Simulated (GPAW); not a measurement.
# CdSe in GPAW: convergence with basis set

Input of the first run (basis set lcao:sz(dzp)); the others differ in this setting and in those tied to it:

run.py

```python
from ase import Atoms
from ase.dft.bandgap import bandgap
from ase.io import write
from gpaw import GPAW

atoms = Atoms(['Cd', 'Se'],
              cell=[[0.0, 3.0702711986, 3.0702711986],
                    [3.0702711986, 0.0, 3.0702711986],
                    [3.0702711986, 3.0702711986, 0.0]],
              scaled_positions=[[0.0, 0.0, 0.0],
                                [0.25, 0.25, 0.25]],
              pbc=True)

calc = GPAW(mode='lcao',
            h=0.16,
            basis='sz(dzp)',
            xc='LDA',
            kpts={'size': (8, 8, 8), 'gamma': True},
            occupations={'name': 'fermi-dirac', 'width': 0.05},
            convergence={'density': 1e-05, 'energy': 1e-05},
            maxiter=100,
            txt='gpaw.txt')
atoms.calc = calc
energy = atoms.get_potential_energy()
forces = atoms.get_forces()
calc.write('gs.gpw')
write('result.traj', atoms)
print(f'Energy: {energy:.6f} eV')
print('Forces (eV/A):')
print(forces.round(4))
print('Fermi level:', round(calc.get_fermi_level(), 4), 'eV')
print(f'Gap: {bandgap(calc)[0]:.4f} eV, direct: {bandgap(calc, direct=True)[0]:.4f} eV')
```

Potentials or basis: the program's PAW data sets (release 1.2.1) made for this functional, lcao:sz(dzp).

Launch:

```sh
$ OMP_NUM_THREADS=1 python run.py
```

Measurements of this composition are mostly on another form, of space group No. 186.

Hardware: 1 thread of Arm Neoverse V1, with other jobs on the host.

```
    basis set  energy less the tightest run, at zero smearing (meV/atom)  gap on the mesh (eV)  SCF cycles  CPU time (s)  peak memory (GiB)
 lcao:sz(dzp)                                                     603.59                 0.347           8            44                0.2
lcao:szp(dzp)                                                     450.33                 0.330           8            80               0.21
 lcao:dz(dzp)                                                     407.12                 0.323           8            65               0.21
     lcao:dzp                                                     312.76                 0.309           8           110               0.22
           fd                                                      -4.66                 0.270          11            55               0.34
           pw                                                       0.00                 0.269           9            15               0.16
```

Against the tightest run, the gap on the mesh stays within 0.01 eV from fd on. Not settled before the last step: the energy (to 1 meV/atom). The tightest run that finished is the yardstick and may itself not be fully converged.
